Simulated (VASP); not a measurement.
SiC (Moissanite 3C): relaxation of cell and atoms with PBEsol

The system is SiC (Moissanite 3C).

```
Si C
1.0
     0.00000    2.17900    2.17900
     2.17900    0.00000    2.17900
     2.17900    2.17900    0.00000
Si C
1 1
Direct
  0.00000 0.00000 0.00000
  0.25000 0.25000 0.25000
```

| Quantity | Value |
| --- | --- |
| Program | VASP 6.6.1 |
| Task | relaxation of cell and atoms |
| Functional | PBEsol |
| Potentials or basis | VASP PAW PBE potentials, release 64 (Si, C) |
| Cutoff | 600 eV |
| k mesh | 10 × 10 × 10 |
| Occupations | gaussian, width 0.03 eV |
| Spin | no spin polarisation |
| Further INCAR settings | ALGO = Normal; EDIFF = 1e-06; IBRION = 2; EDIFFG = -0.01; NSW = 90; ISIF = 3 |

```json
{
 "Pressure after relaxing": "0.0 GPa",
 "Band gap on the k mesh": "1.23 eV, indirect (least direct gap 4.44 eV)"
}
```

Final structure:
```
CELL_PARAMETERS angstrom
0.00000 2.17900 2.17900
2.17900 0.00000 2.17900
2.17900 2.17900 0.00000
ATOMIC_POSITIONS crystal
Si 0.00000 0.00000 0.00000
C 0.25000 0.25000 0.25000
```

Levels at points of the mesh, in eV from the valence-band top:
```tsv
k point	band 2	band 3	band 4	band 5	band 6	band 7
(0.00, 0.00, 0.00)	0.00	0.00	0.00	6.19	7.24	7.24
(0.50, 0.00, 0.00)	-8.60	-1.06	-1.06	5.37	7.14	7.14
(0.50, 0.50, 0.00)	-7.83	-3.21	-3.21	1.23	4.20	13.95
```

Run time: 6.1 s on 1 thread of Intel(R) Xeon(R) 6975P-C (Granite Rapids), on a shared host, peak memory 0.14 GiB.

Caveat: the relaxation stopped at its first step, so nothing moved; the PAW data sets were made with another functional, which shifts forces and pressure a little. A k mesh can miss the band edges.
